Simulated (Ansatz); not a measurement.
# MoSe2: the cost of one run

Method: DFT PBEsol+U (U = 2 eV, J = 0.5 eV on Mo d), plane waves, PAW, in Ansatz 0.2.0.

The COD entry's cell or inner coordinates are ideal or old and differ from later refinements, so a difference from it is no clean test against experiment.

### Step 1. The starting structure

The structure is hexagonal, space group P6_3/mmc (No. 194). Conventional cell: a = 3.288 Å, b = 3.288 Å, c = 12.900 Å, α = 90.00°, β = 90.00°, γ = 120.00°. Around Mo (site symmetry -6m2) lie 6 Se at 2.49 Å. Se (site symmetry 3m) has 3 Mo at 2.49 Å as nearest neighbours.

Coordinates:

```
Mo Se
1.0
     3.28800    0.00000    0.00000
    -1.64400    2.84749    0.00000
     0.00000    0.00000   12.90000
Mo Se
2 4
Cartesian
  0.0000 1.8983 3.2250
  1.6440 0.9492 9.6750
  0.0000 1.8983 8.0625
  1.6440 0.9492 1.6125
  0.0000 1.8983 11.2875
  1.6440 0.9492 4.8375
```

Magnetic order typed: ferromagnetic.

### Step 2. From atoms, symmetry kept, no search

File input.yaml:

```yaml
crystal:
  lattice:
    - [3.28799957, 0.0, 0.0]
    - [-1.64399979, 2.84749116, 0.0]
    - [0.0, 0.0, 12.90000092]
  atoms:
    - { symbol: Mo, position: [0.3333333333, 0.6666666667, 0.25], spin: 2.0 }
    - { symbol: Mo, position: [0.6666666667, 0.3333333333, 0.75], spin: 2.0 }
    - { symbol: Se, position: [0.3333333333, 0.6666666667, 0.625] }
    - { symbol: Se, position: [0.6666666667, 0.3333333333, 0.125] }
    - { symbol: Se, position: [0.3333333333, 0.6666666667, 0.875] }
    - { symbol: Se, position: [0.6666666667, 0.3333333333, 0.375] }
basis:
  ecutwfc: 420
  ecutrho_ratio: 4
kpoints:
  mp_grid: { grid: [7, 7, 2] }
hamiltonian:
  xc: pbesol
  hubbard:
    sites:
      - { site: 0, l: d, u: 2.0, j: 0.5 }
      - { site: 1, l: d, u: 2.0, j: 0.5 }
scf:
  occupations: { method: gaussian, width: 0.05 }
  lower_state_search: "off"
  max_iter: 150
output:
  forces: true
  stress: true
  eigenvalues: true
  populations: true
  hubbard: { sites: [{ site: 0, l: d }, { site: 1, l: d }] }
magnetization:
  spin_polarized: true
```

Command:

```console
$ ansatz run input.yaml --threads 4 --pin off --max-ram 6144MiB --backend cpu --events-out ev --progress --plain --runs-dir out
```

**Question.** How long does this run take on 4 threads of Arm Neoverse V1, shared host, and how much memory does it need?

About 7.8 s, with a peak of 0.63 GiB.
